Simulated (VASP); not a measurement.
# CdTe (F-43m) in VASP: a series of runs

Runs on CdTe. Level: PBE. Tasks: single point.

All numbers are computed with VASP 6.6.1; they aren't measurements. Logs are shortened: lines on timing, memory, paths and dates and some standing lists are left out, and cuts for length are marked.

## (1) The structure

Symmetry: F-43m, No. 216, cubic system. The conventional cell has a = 6.410 Å, b = 6.410 Å, c = 6.410 Å, α = 90.00°, β = 90.00°, γ = 90.00°. Te (site symmetry -43m) is surrounded by 4 Cd at 2.78 Å. Cd (site symmetry -43m) has 4 Te at 2.78 Å as nearest neighbours.

## (2) Single point, PBE, spin-orbit coupling, no magnetisation

The input, INCAR:

```
SYSTEM = CdTe
ALGO = Normal
EDIFF = 1E-7
ENCUT = 650
GGA = PE
GGA_COMPAT = .False.
ISIF = 2
ISMEAR = 0
LASPH = .True.
LCHARG = .False.
LORBIT = 11
LREAL = .False.
LSORBIT = .True.
LWAVE = .False.
MAGMOM = 0 0 0 0 0 0
NBANDS = 34
NELM = 100
PREC = Accurate
SIGMA = 0.02
```

The input, KPOINTS:

```
k-points
0
Gamma
  5 5 5
  0 0 0
```

The input, POSCAR:

```
CdTe
1.0
    0.0000000000      3.2050000000      3.2050000000
    3.2050000000      0.0000000000      3.2050000000
    3.2050000000      3.2050000000      0.0000000000
Te Cd
1 1
Direct
    0.7500000000      0.7500000000      0.7500000000
    0.0000000000      0.0000000000      0.0000000000
```

Potentials or basis: VASP PAW PBE potentials, release 64 (Te, Cd).

The run is started by

```bash
$ cat potpaw_PBE.64/Te/POTCAR potpaw_PBE.64/Cd/POTCAR > POTCAR
$ mpirun -np 1 vasp_ncl > vasp.out
```

OUTCAR:

```text
SYSTEM = CdTe
   EDIFF = 1E-7
   ENCUT = 650
   GGA = PE
   ISIF = 2
   ISMEAR = 0
   LASPH = .True.
   LORBIT = 11
   LREAL = .False.
   LSORBIT = .True.
   NELM = 100
   PREC = Accurate

 Found     14 irreducible k-points:

 Following reciprocal coordinates:
            Coordinates               Weight
  0.000000  0.000000  0.000000      1.000000
  0.200000  0.000000  0.000000      4.000000
 -0.200000  0.000000  0.000000      4.000000
  0.400000  0.000000  0.000000      4.000000
 -0.400000  0.000000  0.000000      4.000000
  0.200000  0.200000  0.000000      6.000000
   k-points           NKPTS =     14   k-points in BZ     NKDIM =     14   number of bands    NBANDS=     34
   number of dos      NEDOS =    301   number of ions     NIONS =      2
   total plane-waves  NPLWV =  64000
   dimension x,y,z NGX =    40 NGY =   40 NGZ =   40
   dimension x,y,z NGXF=    80 NGYF=   80 NGZF=   80
   ions per type =               1   1
   NGX,Y,Z   is equivalent  to a cutoff of  14.67, 14.67, 14.67 a.u.
   NGXF,Y,Z  is equivalent  to a cutoff of  29.34, 29.34, 29.34 a.u.
 SYSTEM =  CdTe
   PREC   = accura    normal or accurate (medium, high low for compatibility)
   ISTART =      0    job   : 0-new  1-cont  2-samecut
   ICHARG =      2    charge: 1-file 2-atom 10-const
   ISPIN  =      1    spin polarized calculation?
   LNONCOLLINEAR =      T non collinear calculations
   LSORBIT =      T    spin-orbit coupling
   LASPH  =      T    aspherical Exc in radial PAW
   ENCUT  =  650.0 eV  47.77 Ry    6.91 a.u.   9.42  9.42  9.42*2*pi/ulx,y,z
   NELM   =    100;   NELMIN=  2; NELMDL= -5     # of ELM steps
   EDIFF  = 0.1E-06   stopping-criterion for ELM
   LREAL  =      F    real-space projection
   EDIFFG = 0.1E-05   stopping-criterion for IOM
   NSW    =      0    number of steps for IOM
   IBRION =     -1    ionic relax: 0-MD 1-quasi-New 2-CG
   NFREE  =      0    steps in history (QN), initial steepest desc. (CG)
   ISIF   =      2    stress and relaxation
   ISYM   =      2    0-nonsym 1-usesym 2-fastsym
   POTIM  = 0.5000    time-step for ionic-motion
   TEBEG  =    0.0;   TEEND  =   0.0 temperature during run
   PSTRESS=    0.0 pullay stress
   NELECT =      18.0000    total number of electrons
   NUPDOWN=      -1.0000    fix difference up-down
   EMIN   =  10.00;   EMAX   =-10.00  energy-range for DOS
   EFERMI =   0.00;   METHOD = LEGACY
   ISMEAR =     0;   SIGMA  =   0.02  broadening in eV -4-tet -1-fermi 0-gaus
   EFERMI_NEDOS =   21; number of points for ismear=-14 and -15
   IALGO  =     38    algorithm
   IMIX   =      4    mixing-type and parameters
     AMIX     =   0.40;   BMIX     =  1.00
     AMIX_MAG =   1.60;   BMIX_MAG =  1.00
  volume/ion in A,a.u.               =      32.92       222.17
  Fermi-wavevector in a.u.,A,eV,Ry     =   1.062497  2.007828 15.359610  1.128899
  Thomas-Fermi vector in A             =   2.197950
   LORBIT       =     11    0 simple, 1 ext, 2 COOP (PROOUT), +10 PAW based schemes
   GGA     = PE    functional components
   LHFCALC =     F    Hartree Fock is set to
   AEXX    =    0.0000 exact exchange contribution
   IVDW    =     0    specifies the selected vdW correction
   LEPSILON=     F    determine dielectric tensor
   LRPA    =     F    only Hartree local field effects (RPA)
 Gauss-broadening in eV      SIGMA  =   0.02
  energy-cutoff  :      650.00
  volume of cell :       65.84
 maximum number of plane-waves:      5002
 NGX is ok and might be reduce to    40
   NGX = 19   NGY = 19   NGZ = 19

 number of electron      18.0000000 magnetization       0.0000000      0.0000000      0.0000000

 number of electron      18.0000002 magnetization      -0.0000000     -0.0000000     -0.0000000

 number of electron      18.0000002 magnetization      -0.0000000     -0.0000000      0.0000000

 number of electron      18.0000002 magnetization      -0.0000000      0.0000000      0.0000000

 Free energy of the ion-electron system (eV)
  ---------------------------------------------------
  ext. energy  EPLUGINS =         0.00000000
  ---------------------------------------------------
  free energy    TOTEN  =        -4.83292025 eV

  energy without entropy =       -4.83292025  energy(sigma->0) =       -4.83292025

 E-fermi :   3.0927     XC(G=0):  -8.7268

 val. band max:        2.9373563540   @ k =   0.0000   0.0000   0.0000
 cond. band min:       3.5356098191   @ k =   0.0000   0.0000   0.0000
 fundamental gap:      0.5982534650
 Fermi energy:         3.0927079100

 k-point     1 :       0.0000    0.0000    0.0000
  band No.  band energies     occupation
      1      -8.6960      1.00000
      2      -8.6960      1.00000
      3      -6.0589      1.00000
      4      -6.0589      1.00000
      5      -6.0589      1.00000
      6      -6.0589      1.00000
[... 22 lines left out ...]
     29      12.0754      0.00000
     30      12.0754      0.00000

 k-point     2 :       0.2000    0.0000    0.0000
  band No.  band energies     occupation
      1      -8.5482      1.00000
      2      -8.5482      1.00000
      3      -6.0635      1.00000
      4      -6.0364      1.00000
      5      -5.9775      1.00000
      6      -5.9775      1.00000
[... 22 lines left out ...]
     29      11.0943      0.00000
     30      11.0947      0.00000

 k-point     3 :      -0.2000    0.0000    0.0000
  band No.  band energies     occupation
      1      -8.5482      1.00000
      2      -8.5482      1.00000
      3      -6.0635      1.00000
      4      -6.0364      1.00000
      5      -5.9775      1.00000
      6      -5.9775      1.00000
[... 22 lines left out ...]
     29      11.0943      0.00000
     30      11.0947      0.00000

 k-point     4 :       0.4000    0.0000    0.0000
  band No.  band energies     occupation
      1      -8.3118      1.00000
      2      -8.3118      1.00000
      3      -6.0473      1.00000
      4      -6.0307      1.00000
      5      -5.8047      1.00000
      6      -5.8047      1.00000
[... 22 lines left out ...]
     29      12.1538      0.00000
     30      12.1538      0.00000

 k-point     5 :      -0.4000    0.0000    0.0000
  band No.  band energies     occupation
      1      -8.3118      1.00000
      2      -8.3118      1.00000
      3      -6.0473      1.00000
      4      -6.0307      1.00000
      5      -5.8047      1.00000
      6      -5.8047      1.00000
[... 22 lines left out ...]
     29      12.1538      0.00000
     30      12.1538      0.00000

 k-point     6 :       0.2000    0.2000    0.0000
  band No.  band energies     occupation
      1      -8.4998      1.00000
      2      -8.4998      1.00000
      3      -6.0327      1.00000
      4      -6.0327      1.00000
      5      -5.9654      1.00000
      6      -5.9654      1.00000
[... 22 lines left out ...]
     29      12.4148      0.00000
     30      12.4148      0.00000

 [... further k-points ...]

 [bands above 30 left out]

------------------------ aborting loop because EDIFF is reached ----------------------------------------

  FORCE on cell =-STRESS in cart. coord.  units (eV):
  Direction    XX          YY          ZZ          XY          YZ          ZX
  --------------------------------------------------------------------------------------
  -------------------------------------------------------------------------------------
  Total        1.8355467      1.8355467      1.8355467     -0.0000000     -0.0000000      0.0000000
  in kB       44.6644424     44.6644424     44.6644424     -0.0000000     -0.0000000      0.0000000
  external PRESSURE =      44.6644424 kB  Pullay stress =       0.0000000 kB

 VOLUME and BASIS-vectors are now :
 -----------------------------------------------------------------------------
  energy-cutoff  :      650.00
  volume of cell :       65.84
      direct lattice vectors                 reciprocal lattice vectors
     0.000000000  3.205000000  3.205000000    -0.156006240  0.156006240  0.156006240
     3.205000000  0.000000000  3.205000000     0.156006240 -0.156006240  0.156006240
     3.205000000  3.205000000  0.000000000     0.156006240  0.156006240 -0.156006240

 POSITION                                       TOTAL-FORCE (eV/Angst)
 -----------------------------------------------------------------------------------
      4.80750      4.80750      4.80750        -0.000000     -0.000000     -0.000000
      0.00000      0.00000      0.00000         0.000000      0.000000      0.000000
 -----------------------------------------------------------------------------------
    total drift:                               -0.000000     -0.000000     -0.000000

  FREE ENERGIE OF THE ION-ELECTRON SYSTEM (eV)
  ---------------------------------------------------
  free  energy   TOTEN  =        -4.8329202518 eV

  energy  without entropy=       -4.8329202518  energy(sigma->0) =       -4.83292025

 Spin-Orbit-Coupling matrix elements

 Ion:    1  E_soc:     -0.1913967
 l=   1
     0.0000000    -0.0318188    -0.0318188
    -0.0318188     0.0000000    -0.0318188
    -0.0318188    -0.0318188     0.0000000
 l=   2
     0.0000000    -0.0000323     0.0000000    -0.0000323    -0.0000483
    -0.0000323     0.0000000    -0.0000362    -0.0000323    -0.0000121
     0.0000000    -0.0000362     0.0000000    -0.0000362     0.0000000
    -0.0000323    -0.0000323    -0.0000362     0.0000000    -0.0000121
    -0.0000483    -0.0000121     0.0000000    -0.0000121     0.0000000
 l=   3
     0.0000000     0.0000000     0.0000000     0.0000000     0.0000000     0.0000000     0.0000000
     0.0000000     0.0000000     0.0000000     0.0000000     0.0000000     0.0000000     0.0000000
     0.0000000     0.0000000     0.0000000     0.0000000     0.0000000     0.0000000     0.0000000
     0.0000000     0.0000000     0.0000000     0.0000000     0.0000000     0.0000000     0.0000000
     0.0000000     0.0000000     0.0000000     0.0000000     0.0000000     0.0000000     0.0000000
     0.0000000     0.0000000     0.0000000     0.0000000     0.0000000     0.0000000     0.0000000
     0.0000000     0.0000000     0.0000000     0.0000000     0.0000000     0.0000000     0.0000000

 Ion:    2  E_soc:     -0.0617822
 l=   1
     0.0000000    -0.0032873    -0.0032873
    -0.0032873     0.0000000    -0.0032873
    -0.0032873    -0.0032873     0.0000000
 l=   2
     0.0000000    -0.0014166     0.0000000    -0.0014166    -0.0055931
    -0.0014166     0.0000000    -0.0041948    -0.0014166    -0.0013983
     0.0000000    -0.0041948     0.0000000    -0.0041948     0.0000000
    -0.0014166    -0.0014166    -0.0041948     0.0000000    -0.0013983
    -0.0055931    -0.0013983     0.0000000    -0.0013983     0.0000000
 l=   3
     0.0000000     0.0000000     0.0000000     0.0000000     0.0000000     0.0000000     0.0000000
     0.0000000     0.0000000     0.0000000     0.0000000     0.0000000     0.0000000     0.0000000
     0.0000000     0.0000000     0.0000000     0.0000000     0.0000000     0.0000000     0.0000000
     0.0000000     0.0000000     0.0000000     0.0000000     0.0000000     0.0000000     0.0000000
     0.0000000     0.0000000     0.0000000     0.0000000     0.0000000     0.0000000     0.0000000
     0.0000000     0.0000000     0.0000000     0.0000000     0.0000000     0.0000000     0.0000000
     0.0000000     0.0000000     0.0000000     0.0000000     0.0000000     0.0000000     0.0000000

 total charge

# of ion       s       p       d       tot
------------------------------------------
    1        1.347   2.084   0.023   3.454
    2        0.475   0.338   9.533  10.346
--------------------------------------------------
tot          1.822   2.422   9.556  13.800

 magnetization (x)

# of ion       s       p       d       tot
------------------------------------------
    1       -0.000  -0.000  -0.000  -0.000
    2       -0.000  -0.000  -0.000  -0.000
--------------------------------------------------
tot         -0.000  -0.000  -0.000  -0.000

 magnetization (y)

# of ion       s       p       d       tot
------------------------------------------
    1        0.000  -0.000  -0.000  -0.000
    2       -0.000   0.000  -0.000  -0.000
--------------------------------------------------
tot         -0.000  -0.000  -0.000  -0.000

 magnetization (z)

# of ion       s       p       d       tot
------------------------------------------
    1        0.000   0.000   0.000   0.000
    2       -0.000  -0.000  -0.000  -0.000
--------------------------------------------------
tot         -0.000  -0.000  -0.000  -0.000
```

Run time: 3.9 min. Hardware: 1 thread of AMD EPYC 7R43 (Zen 3), shared host; peak memory 0.44 GiB.

The run converged, but some of its settings lie outside the range that counts as converged, so its numbers aren't taken as properties of the crystal.

What came out:

```yaml
Free_energy: -4.8329 eV
Pressure: 4.5 GPa
Valence_electrons_inside_the_program's_atomic_spheres: Te 3.45; Cd 10.35
```

## (3) Single point, PBE, spin-orbit coupling, no magnetisation

INCAR: that of step 2 with these lines changed.

```diff
@@ -3,3 +3,3 @@
 EDIFF = 1E-7
-ENCUT = 650
+ENCUT = 280
 GGA = PE
```

The input, KPOINTS:

```
k-points
0
Gamma
  8 8 8
  0 0 0
```

POSCAR is that of step 2.

Potentials or basis: VASP PAW PBE potentials, release 64 (Te, Cd).

The run is started by

```bash
$ cat potpaw_PBE.64/Te/POTCAR potpaw_PBE.64/Cd/POTCAR > POTCAR
$ mpirun -np 1 vasp_ncl > vasp.out
```

Wall time 2.9 min (1 thread of AMD EPYC 7R43 (Zen 3), shared host); peak memory 0.23 GiB.

The run converged, but some of its settings lie outside the range that counts as converged, so its numbers aren't taken as properties of the crystal.

Results:

- Free energy: -4.8451 eV
- Valence electrons inside the program's atomic spheres: Te 3.45; Cd 10.33

Caveat: the cutoff is under 1.25 times the usual one of these potentials, so pressure, stress and relaxed cells hold a basis-set (Pulay) error.

## (4) For comparison

An earlier run on the cell as given: functional PBEsol; potentials or basis VASP PAW PBE potentials, release 64 (Te, Cd); cutoff 520 eV; k mesh 7 × 7 × 7; occupations fermi-dirac, width 0.05 eV; no spin polarisation.

* Pressure: 1.9 GPa
* Band gap on the k mesh: 0.76 eV, direct
